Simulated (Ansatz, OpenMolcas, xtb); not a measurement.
## A ladder of methods for CHF3 (trifluoromethane)

CHF3: 5 atoms, total charge 0, spin state singlet. As SMILES, `FC(F)F`. The shape is that of a PBE0-D4/def2-TZVP optimisation.

```
atom    x (Å)    y (Å)    z (Å)
   F  -0.6686  -0.3297   1.0792
   C   0.0195   0.0564   0.0068
   F   1.0474  -0.7738  -0.1575
   F  -0.7726  -0.0351  -1.0594
   H   0.3744   1.0822   0.1309
```

Each level gives the energy change with the C2–H5 bond stretched from 1.093 to 2.404 Å (eV). The values are calculated.

```tsv
level	kind	program	value (eV)	less CCSD(T)/def2-SVPD	CPU time (all runs)
GFN1-xTB	semi-empirical	xtb	4.69	+0.41	under 2 s
SVWN5/def2-SVPD (restricted)	LDA	Ansatz	4.46	+0.18	6 s
BLYP/def2-SVPD (restricted)	GGA	OpenMolcas	4.28	0.00	54 s
TPSS/def2-SVPD (restricted)	meta-GGA	OpenMolcas	4.57	+0.29	78 s
B3LYP/def2-SVPD (restricted)	global hybrid	Ansatz	4.82	+0.54	11 s
HSE06/def2-SVPD (restricted)	range-separated hybrid	Ansatz	5.00	+0.72	11 s
wB97X/def2-SVPD (restricted)	range-separated hybrid	Ansatz	5.29	+1.01	32 s
PBE-QIDH/def2-SVPD (restricted)	double hybrid	Ansatz	5.32	+1.04	12 s
RPA@PBE/def2-SVPD (restricted)	RPA	Ansatz	4.45	+0.17	18 s
CCSD(T)/def2-SVPD (Cholesky decomposition) (restricted)	coupled cluster or CI	OpenMolcas	4.28	0.00	8.2 min
```

CCSD(T)/def2-SVPD (Cholesky decomposition) (restricted) is the highest level here, not the true value. At this stretch a single reference begins to fail. The first shape isn't each level's own minimum. The values span 4.28 to 5.32 eV. CPU times are rough (shared hosts, several kinds of processor): they show what a rung costs within a factor of a few.
